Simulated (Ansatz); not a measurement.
All numbers below come from DFT, revPBE, plane waves (420 eV) with PAW, scalar-relativistic (Ansatz 0.2.0). The PAW files were generated under PBE, with cores re-solved for the functional.

An element in the diamond structure gives this curve. The cell is scaled uniformly from the relaxed one, with fractional coordinates and shape fixed. Energies are extrapolated to zero smearing, pressures are those at the given smearing. Magnetic state: spin not included.

```tsv
V (Å³/atom)	E − E₀ (meV/atom)	P (GPa)
28.139	50.0	4.96
29.418	19.5	3.05
30.697	3.2	1.41
31.976	-0.1	0.01
33.255	7.5	-1.11
34.534	23.3	-1.97
35.813	45.2	-2.62
```

(1) Which element is it?
A. hafnium
B. zirconium
C. arsenic
D. tantalum

## Answers

(1) B. Its fit is V₀ = 31.69 Å³/atom, B₀ = 33 GPa, B₀′ = 4.0.
